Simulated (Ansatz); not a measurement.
# Fe (Im-3m) in Ansatz: further runs

One crystal, Fe, is run at these levels: PBE; tasks: single point.

Program: Ansatz 0.2.0. These are calculated values, not measurements. Logs are shortened: lines on timing, memory, paths and dates and some standing lists are left out, and cuts for length are marked.

### Step 1. The structure

It takes space group Im-3m (No. 229, cubic). The conventional cell has a = 2.886 Å, b = 2.886 Å, c = 2.886 Å, α = 90.00°, β = 90.00°, γ = 90.00°. Fe (site symmetry m-3m) is surrounded by 8 Fe at 2.50 Å.

### Step 2. Single point, PBE, collinear spin, ferromagnetic start

input.yaml reads:

```yaml
crystal:
  lattice:
    - [-1.443, 1.443, 1.443]
    - [1.443, -1.443, 1.443]
    - [1.443, 1.443, -1.443]
  atoms:
    - { symbol: Fe, position: [0.0, 0.0, 0.0], spin: 3.0 }
hamiltonian:
  xc: pbe
  pseudopotentials: { kind: paw }
magnetization:
  spin_polarized: true
kpoints:
  mp_grid: { grid: [13, 13, 13] }
scf:
  occupations: { method: gaussian, width: 0.021 }
output:
  forces: true
  stress: true
  eigenvalues: true
  write_density: true
  write_potential: true
  elf: true
  volumetric_format: npy
```

Potentials or basis: Ansatz PAW.

The run is started by

```console
$ ansatz run input.yaml --threads 2 --pin off --max-ram 5632MiB --backend cpu --events-out ev --progress --plain --runs-dir out
```

Log:

```text
Warning: RAYON_NUM_THREADS=2 ignored (pool sized by the plan → 2); use --threads N
Engine: ansatz 0.2.0, x86_64-unknown-linux-gnu
Pseudopotentials: kind: paw
Pseudopotential: Fe, paw, valence charge 16, recommended cutoff 420 eV (normal), Fe.paw.azcp
Functional definition: PBE
  parameter kappa = 0.804
  parameter beta = 0.06672455060314922
  exchange = pbe_x(kappa = kappa, mu = beta*pi^2/3)
  correlation = pbe_c(beta = beta)
Crystal: 1 atoms, lattice volume = 12.019 Å³
Basis set: ecut = 420 eV, 225 PW (Γ), exchange–correlation on 36×36×36 points (8 copies of the dense FFT grid, shifted against one another)
Bands: 14, of which v1, the nominal top of the filled ones, is band 8 counted from 1 (7 counted from 0)
Symmetry: 48 space group operations
Space group: Im-3m (ITA 229), of the structure as read, at distance tolerance 2.3e-5 Å
Magnetic group: BNS 229.140 (UNI 1642), of the structure as read, at distance tolerance 2.3e-5 Å
k-points: 84 of 2197
Non-local potential: Fe, projectors of the file, l = 0: 3, l = 1: 2, l = 2: 3, l = 3: 1
PAW form: soft (Blöchl's): semilocal exchange-correlation on the pseudo side does not see the compensation charge
PAW one-centre angular grid: Fe, 590 points (default); XC on 64 Gauss nodes
Initial density: superposition of atomic densities (chi_scale 0.1, normalization cell)
Starting moments: Σ|m| = 3 μB on 1 of 1 site
Initial wavefunctions: pseudopotential atomic-orbital guess
Functional: x = pbe(κ = 0.804, μ = 0.2195149727645171), c = pbe(β = 0.06672455060314922)
SCF iter   1: F=—  HF=-4480.579327 eV  |F-HF|=—  |Δ(HF+E_count)|=         —  Δρ=1.28e-1 (↑1.28e-1 ↓4.60e-2)  dr2=1.44e0  dr2_m=5.29e-1  M=2.117 μB ∫|m|=2.160 μB  β_m=0.30  ethr=3.10e-3  ⟨swp⟩=5.0  Hψ=11342  notcnv=0
Mixer restart at iter 1: flushing history
preconditioner: auto → none  [metal: Δε(μ)=0.008 eV  Ē_g=13.902 eV  σ=0.021 eV  W_gap=0.20  n_scr=0 (ndim 8)  ℏωp=30.3 eV  f_vac=0.000  D(μ)=1.31/eV (n_scr^D=18)]
SCF iter   2: F=—  HF=-4479.905712 eV  |F-HF|=—  |Δ(HF+E_count)|=   6.74e-1  Δρ=3.70e-2 (↑3.70e-2 ↓1.47e-2)  dr2=7.33e-2  dr2_m=5.24e-2  M=2.534 μB ∫|m|=2.605 μB  β_m=0.28  ethr=3.10e-3  ⟨swp⟩=3.0  Hψ=5716  notcnv=0  defer=216
SCF iter   3: F=—  HF=-4480.104276 eV  |F-HF|=—  |Δ(HF+E_count)|=   1.99e-1  Δρ=1.95e-2 (↑1.54e-2 ↓1.95e-2)  dr2=2.58e-3  dr2_m=3.15e-2  M=2.358 μB ∫|m|=2.443 μB  β_m=0.56  ethr=4.58e-4  ⟨swp⟩=2.7  Hψ=4439  notcnv=0  defer=223
SCF iter   4: F=—  HF=-4480.378739 eV  |F-HF|=—  |Δ(HF+E_count)|=   2.74e-1  Δρ=9.78e-3 (↑8.43e-3 ↓9.78e-3)  dr2=9.17e-4  dr2_m=8.32e-3  M=2.305 μB ∫|m|=2.409 μB  β_m=0.73  ethr=1.61e-5  ⟨swp⟩=3.0  Hψ=5191  notcnv=0  defer=223
SCF iter   5: F=—  HF=-4480.449553 eV  |F-HF|=—  |Δ(HF+E_count)|=   7.08e-2  Δρ=6.37e-3 (↑6.37e-3 ↓6.12e-3)  dr2=1.17e-2  dr2_m=5.58e-4  M=2.304 μB ∫|m|=2.431 μB  β_m=0.84  ethr=5.73e-6  ⟨swp⟩=2.5  Hψ=4858  notcnv=0  defer=222
SCF iter   6: F=—  HF=-4480.458945 eV  |F-HF|=—  |Δ(HF+E_count)|=   9.39e-3  Δρ=4.15e-3 (↑4.15e-3 ↓3.31e-3)  dr2=6.48e-5  dr2_m=1.53e-3  M=2.261 μB ∫|m|=2.397 μB  β_m=0.83  ethr=5.73e-6  ⟨swp⟩=2.5  Hψ=4774  notcnv=0  defer=222
SCF iter   7: F=—  HF=-4480.458897 eV  |F-HF|=—  |Δ(HF+E_count)|=   4.84e-5  Δρ=3.19e-3 (↑3.19e-3 ↓2.36e-3)  dr2=6.56e-5  dr2_m=8.43e-4  M=2.257 μB ∫|m|=2.393 μB  β_m=0.92  ethr=4.05e-7  ⟨swp⟩=1.0  Hψ=2612  notcnv=0  defer=216
SCF iter   8: F=—  HF=-4480.458823 eV  |F-HF|=—  |Δ(HF+E_count)|=   7.38e-5  Δρ=8.65e-4 (↑8.65e-4 ↓5.91e-4)  dr2=7.23e-6  dr2_m=5.81e-5  M=2.252 μB ∫|m|=2.389 μB  β_m=0.96  ethr=4.05e-7  ⟨swp⟩=2.0  Hψ=3110  notcnv=0  defer=216
SCF iter   9: F=—  HF=-4480.458816 eV  |F-HF|=—  |Δ(HF+E_count)|=   6.97e-6  Δρ=7.89e-5 (↑3.35e-5 ↓7.89e-5)  dr2=1.00e-6  dr2_m=8.26e-8  M=2.251 μB ∫|m|=2.388 μB  β_m=0.98  ethr=4.52e-8  ⟨swp⟩=2.6  Hψ=3516  notcnv=0  defer=216
SCF iter  10: F=—  HF=-4480.458816 eV  |F-HF|=—  |Δ(HF+E_count)|=   3.44e-8  Δρ=3.31e-5 (↑3.31e-5 ↓7.48e-6)  dr2=7.52e-8  dr2_m=3.86e-8  M=2.251 μB ∫|m|=2.388 μB  β_m=0.99  ethr=6.26e-9  ⟨swp⟩=1.7  Hψ=2734  notcnv=0  defer=216
SCF iter  11: F=-4480.458816 eV  HF=-4480.458816 eV  |F-HF|=2.26e-9  |Δ(HF+E_count)|=   1.03e-8  Δρ=4.47e-6 (↑4.47e-6 ↓1.19e-6)  dr2=2.74e-9  dr2_m=3.20e-10  M=2.251 μB ∫|m|=2.388 μB  ethr=4.70e-10  ⟨swp⟩=8.2  Hψ=12843  notcnv=0
SCF 1 converged in 11 iterations: F = -4480.458816 eV  dr2 = 2.74e-9
SCF converged after 11 iterations
Magnetization: 2.2508 μB (9.1254 up, 6.8746 down)
Absolute magnetization: 2.3876 μB (∫|ρ↑−ρ↓|, with the PAW one-centre terms)
Spin contamination: 0.0429 ħ² per cell (⟨S²⟩ above its minimum at these occupations)
Per-site moments (μB) at R_I (Å): [(2.3103686474846774, 1.0309815925702797)]
Free energy (F): -4480.458816 eV
Harris-Foulkes:  -4480.458816 eV  (|F-HF|=2.26e-9)
Internal energy: -4480.458559 eV  (E = F + TS)
E sigma→0 (E₀):  -4480.458687 eV
Entropy (-TS):   -0.000257 eV (-0.257 meV/atom)
Fermi energy:    17.251233 eV
--- Per-component energies (eV) ---
  E_band       = -229.926020
  E_kinetic    = 348.816929
  E_local      = -2133.087964  (includes V_loc(G=0)·N_el)
  E_nonlocal   = 219.149270
  E_hartree    = 892.725298
  E_xc         = -117.293228
  E_vxc        = -150.993316  (∫ρ·V_xc dr)
  E_paw        = -1366.559792  (= ΣΔE_a)
  E_vpaw       = -299.259259  (= ΣTr[D̂ρ^β])
  E_aug_tail   = 0.000890  (compensation charges beyond the density's cutoff)
  E_ewald      = -2324.209962
  E_smearing   = -0.000257  (= −TS)
  E_closure    = -0.000000  (closes the sum)
  Σ components = -4480.458816   (vs F -4480.458816, Δ=0.00e0)
--- Forces (eV/Å), atoms counted from 1 ---
  atom   1  Fe    -0.00000000     0.00000000     0.00000000
  max |Σ_I F_I| component: 9.24e-32 eV/Å
--- Stress (GPa, compression-positive) ---
       -9.573708       0.000000      -0.000000
        0.000000      -9.573708       0.000000
       -0.000000      -0.000000      -9.573708
  P = ⅓ Tr σ = -9.5737 GPa (-95.737 kbar)
--- Band table (eV; the first three rows and the last of 168) ---
  k-point 0 ↑: bands = ["-70.7525", "-36.5887", "-36.5887", "-36.5887", "9.0889", "15.0788", "15.0788", "15.0788", "16.1877", "16.1877", "41.1679", "41.1679", "41.1679", "46.2515"]
  k-point 1 ↑: bands = ["-70.7490", "-36.6085", "-36.5953", "-36.5887", "9.3239", "15.0176", "15.0731", "15.2004", "16.1290", "16.1927", "39.7523", "40.8328", "41.0182", "45.3382"]
  k-point 2 ↑: bands = ["-70.7391", "-36.6631", "-36.6137", "-36.5885", "10.0013", "14.8509", "15.0246", "15.5478", "16.0292", "16.2092", "36.7319", "39.6356", "40.6879", "43.0973"]
  k-point 83 ↓: bands = ["-67.9121", "-34.1822", "-34.1785", "-34.1785", "14.6334", "14.6553", "19.4610", "19.4610", "19.5528", "26.2887", "27.2337", "27.2337", "33.3975", "33.8551"]
```

rho_z.tsv:

```text
# z_ang	rho[e/angstrom^3]	rho_spin[e/angstrom^3]
# format = ansatz-planar-average/11
# lattice	-1.443000000	1.443000000	1.443000000
# lattice	1.443000000	-1.443000000	1.443000000
# lattice	1.443000000	1.443000000	-1.443000000
# sites	1
# site	26	0.000000000	0.000000000	0.000000000
0.000000	3.266721e0	5.128500e-1
0.138853	3.033261e0	4.752518e-1
0.277705	2.444772e0	3.795538e-1
0.416558	1.745944e0	2.642866e-1
0.555411	1.142436e0	1.628726e-1
0.694264	7.185090e-1	8.887526e-2
[... 10 lines left out ...]
2.221644	2.444772e0	3.795538e-1
2.360497	3.033261e0	4.752518e-1
```

v_z.tsv:

```text
# z_ang	v_es[eV]	v_tot_up[eV]	v_tot_dn[eV]
# format = ansatz-planar-average/11
# xc	pbe
# density_cutoff_ev	1680
# datasets	Fe=:simpson_from_first_knot:soft
# lattice	-1.443000000	1.443000000	1.443000000
# lattice	1.443000000	-1.443000000	1.443000000
# lattice	1.443000000	1.443000000	-1.443000000
# sites	1
# site	26	0.000000000	0.000000000	0.000000000
0.000000	-6.816283e-2	-1.520904e1	-1.473841e1
0.138853	3.660519e-1	-1.463081e1	-1.415987e1
0.277705	1.644249e0	-1.294059e1	-1.246709e1
0.416558	3.691546e0	-1.026637e1	-9.798414e0
0.555411	6.352575e0	-6.837133e0	-6.409438e0
0.694264	9.353453e0	-3.006118e0	-2.682840e0
[... 10 lines left out ...]
2.221644	1.644249e0	-1.294059e1	-1.246709e1
2.360497	3.660519e-1	-1.463081e1	-1.415987e1
```

It took 3 s on 2 threads of Intel Xeon at 2.70GHz, shared host; peak memory 0.32 GiB.

Results:

| Quantity | Value |
| --- | --- |
| Free energy | -4480.4588 eV |
| Pressure | -9.6 GPa |
| Band gap on the k mesh | none (metal or under the smearing width) |
| Net moment | 2.25 μB per cell |
| Absolute moment | 2.39 μB per cell |
| Site moments | Fe +2.31 μB |

### Step 3. Single point, PBE, collinear spin, ferromagnetic start

input.yaml: that of step 2 with these lines changed.

```diff
@@ -15,3 +15,3 @@
 scf:
-  occupations: { method: gaussian, width: 0.021 }
+  occupations: { method: gaussian, width: 0.022 }
 output:
@@ -20,5 +20 @@
   eigenvalues: true
-  write_density: true
-  write_potential: true
-  elf: true
-  volumetric_format: npy
```

Potentials or basis: Ansatz PAW.

The run is started by

```console
$ ansatz run input.yaml --threads 2 --pin off --max-ram 5632MiB --backend cpu --events-out ev --progress --plain --runs-dir out
```

It took 2.4 s on 2 threads of Intel Xeon at 2.70GHz, shared host; peak memory 0.32 GiB.

The run converged. Its results:

```
Free energy            : -4480.4588 eV
Pressure               : -9.6 GPa
Band gap on the k mesh : none (metal or under the smearing width)
Net moment             : 2.25 μB per cell
Absolute moment        : 2.39 μB per cell
Site moments           : Fe +2.31 μB
```

Levels at points of the mesh, in eV from the Fermi level:
Spin up:
```
           k point  band 7  band 8  band 9  band 10  band 11  band 12
(0.00, 0.00, 0.00)   -2.17   -2.17   -1.06    -1.06    23.92    23.92
```
Spin down:
```tsv
k point	band 4	band 5	band 6	band 7	band 8	band 9	band 10	band 11
(0.00, 0.00, 0.00)	-51.16	-8.03	-0.19	-0.19	-0.19	1.77	1.77	23.66
```

### Step 4. Single point, PBE, collinear spin, ferromagnetic start

input.yaml: that of step 3 with these lines changed.

```diff
@@ -15,3 +15,3 @@
 scf:
-  occupations: { method: gaussian, width: 0.022 }
+  occupations: { method: gaussian, width: 0.023 }
 output:
```

The run is started by

```console
$ ansatz run input.yaml --threads 2 --pin off --max-ram 5632MiB --backend cpu --events-out ev --progress --plain --runs-dir out
```

Run time: 2.2 s. Hardware: 2 threads of Intel Xeon at 2.70GHz, shared host; peak memory 0.32 GiB.

It converged, with:

* Free energy: -4480.4588 eV
* Pressure: -9.6 GPa
* Band gap on the k mesh: none (metal or under the smearing width)
* Net moment: 2.25 μB per cell
* Absolute moment: 2.39 μB per cell
* Site moments: Fe +2.31 μB

Levels at points of the mesh, in eV from the Fermi level:
Spin up:
```tsv
k point	band 5	band 6	band 7	band 8	band 9	band 10	band 11	band 12	band 13	band 14
(0.00, 0.00, 0.00)	-8.16	-2.17	-2.17	-2.17	-1.06	-1.06	23.92	23.92	23.92	29.00
```
Spin down:
```tsv
k point	band 4	band 5	band 6	band 7	band 8	band 9	band 10	band 11
(0.00, 0.00, 0.00)	-51.16	-8.03	-0.19	-0.19	-0.19	1.77	1.77	23.66
```

### Step 5. Summary

| smearing | gap on the mesh (eV) | pressure (GPa) | moment (μB) |
| --- | --- | --- | --- |
| gaussian 0.021 eV | none | -9.6 | 2.25 |
| gaussian 0.022 eV | none | -9.6 | 2.25 |
| gaussian 0.023 eV | none | -9.6 | 2.25 |

Alike in all rows: task single point; level PBE; potentials or basis Ansatz PAW; spin collinear, ferromagnetic start; cell as given; k mesh 13 × 13 × 13; cutoff (eV) 420.

Every run on the cell as given and a fine mesh finds a metal.

Total energies depend on the potentials used, so only differences within one code and one set of settings carry meaning.
